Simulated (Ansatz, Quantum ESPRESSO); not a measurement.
**Equation of state of rock salt SiC**

How stiff is rock salt SiC under hydrostatic load? Each row scales the relaxed cell evenly and relaxes the atoms. The symmetry of the cell is held, so distortions that would lower it, which this phase may prefer, aren't tested. The phase is followed to these pressures whether or not it stays the stable one.

Calculated with Quantum ESPRESSO 7.5, LDA, GBRV 1.5 ultrasoft potentials, cutoff 680 eV, Fermi–Dirac smearing 0.05 eV, k-mesh 19×19×19, no spin polarisation, no spin-orbit coupling.

Reference cell, relaxed at zero pressure with LDA (Fm-3m): a = 2.8327 Å, b = 2.8327 Å, c = 2.8327 Å, α = 60.00°, β = 60.00°, γ = 60.00°.

```csv
atom,x,y,z
Si,0.0000,0.0000,0.0000
C,0.5000,0.5000,0.5000
```

| V (Å³/atom) | V/V0 | P (GPa) | E − E0 (meV/atom) |
| --- | --- | --- | --- |
| 7.7149 | 0.9600 | 12.064 | 11.7 |
| 7.8756 | 0.9800 | 5.681 | 2.8 |
| 8.1971 | 1.0200 | −4.972 | 2.5 |
| 8.3578 | 1.0400 | −9.368 | 9.7 |
| 8.5185 | 1.0600 | −13.541 | 21.1 |

V0 = 8.0363 Å³ an atom, where the residual pressure P0 is −0.002 GPa. **Question.** Fit the Birch–Murnaghan law and give the pressure and the energy at V = 7.5542 Å³ an atom, a row left out above.

With the Eulerian strain f = ½[(V0/V)^(2/3) − 1] and F = (P − P0)/[3f(1 + 2f)^(5/2)], the third-order law is the line F = B0 + (3/2) B0 (B′ − 4) f.

| f | F (GPa) |
| --- | --- |
| 0.01379 | 272.44 |
| 0.00678 | 270.20 |
| −0.00656 | 261.00 |
| −0.01291 | 258.25 |
| −0.01905 | 261.05 |

A straight line through the 5 rows: the means are −0.00359 for f and 264.59 for F, Σ(Δx)² = 0.0007443 and ΣΔxΔy = 0.3191, so the slope is 0.3191/0.0007443 = 428.71 and the intercept 264.59 − (428.71)(−0.00359) = 266.13.

Hence B0 = 266.1 GPa and B′ = 4 + (428.7)/(1.5 × 266.1) = 5.07. For the withheld volume f = 0.02105, F = 275.15 GPa and P = 19.26 GPa, an extrapolation past the fitted rows. The run itself gives 19.06 GPa, so the estimate misses by 0.20 GPa; the fitted rows themselves lie up to 0.16 GPa off the law.

Integrating the same law gives E − E0 = (9/2) B0 V0 f²[1 + (B′ − 4) f] + P0(V0 − V), with 1 GPa Å³ = 6.2415 meV: 27.2 meV an atom. The run itself gives 27.3 meV, so the estimate misses by 0.1 meV, a rounding's worth.

The same fit over all rows at other levels or in other programs gives B0 = 258 GPa with PBEsol (Ansatz), 257 GPa with PBEsol (Quantum ESPRESSO, PseudoDojo) and 267 GPa with r2SCAN (Ansatz).

[Logs are printed without paths, hosts, clocks, repeated set-up lines and the standing remarks that a program may print on its own settings, such as how far it seeks lower states.]
